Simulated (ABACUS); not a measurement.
Crystal: C.

```
C
1.0
     0.00000    1.78337    1.78337
     1.78337    0.00000    1.78337
     1.78337    1.78337    0.00000
C
2
Direct
  0.75000 0.75000 0.75000
  0.50000 0.50000 0.50000
```

This isn't the form of C at room conditions, which is graphite.

Base run:

| Item | Value |
| --- | --- |
| Program | ABACUS 3.10.1 |
| Functional | MS2 |
| Potentials or basis | SG15 ONCV 1.2 PBE |
| Cutoff | 1293 eV |
| Density cutoff | 5170 eV |
| Basis | plane waves |
| k mesh | 8 × 8 × 8 |
| Occupations | fermi-dirac, width 0.05 eV |
| Spin | no spin polarisation |

Its results: band gap on the k mesh 5.30 eV, indirect (least direct gap 7.31 eV); pressure 115.4 GPa.

**Question.** The run is repeated on the same cell with these changes: functional from MS2 to revTPSS. What comes out?

**Answer.** Band gap on the k mesh 4.12 eV, indirect (least direct gap 5.77 eV); pressure -1.3 GPa.

Caveats: the potentials were made for another functional, which shifts forces and pressure; a pressure of tens of GPa on the cell as given is suspect, and the run, the potentials or the cell itself is likely at fault (some runs).

A k mesh can miss the band edges.
